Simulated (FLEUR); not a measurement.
The system is Mg.

```
Mg
1.0
    -1.83599    1.83599    1.67940
     1.83599   -1.83599    1.67940
     1.83599    1.83599   -1.67940
Mg
1
Direct
  0.00000 0.00000 0.00000
```

This isn't the form of Mg at room conditions, which is hcp.

| Quantity | Value |
| --- | --- |
| Program | FLEUR MaX-R8.1 (later development tree) |
| Task | single point |
| Functional | PBE |
| Potentials or basis | all-electron |
| Basis | FLAPW |
| Kmax | 3.8 1/bohr |
| k mesh | 11 × 11 × 11 |
| Occupations | fermi-dirac, width 0.05 eV |
| Spin | no spin polarisation |
| Gmax | 11.8 1/bohr |
| Muffin-tin radii | Mg 2.65 bohr |
| lmax | Mg 11 |
| Local orbitals a species | Mg 5 |
| Max iterations | 60 |
| Mixing factor | 0.05 |
| Mixer | Anderson |
| Mixer history | 15 |
| Density convergence | 1e-05 me/bohr^3 |

On this cell: band gap on the k mesh none (metal or under the smearing width).

The same run follows on a disturbed copy (cell strained at random at fixed volume):

```
Mg
1.0
    -1.78838    1.82401    1.69227
     1.82438   -1.82503    1.73276
     1.79404    1.83070   -1.69339
Mg
1
Direct
  0.00166 0.01882 0.01069
```

What changes?

The energy (extrapolated to zero smearing) moves by -0.4 meV/atom; band gap on the k mesh none (metal or under the smearing width).
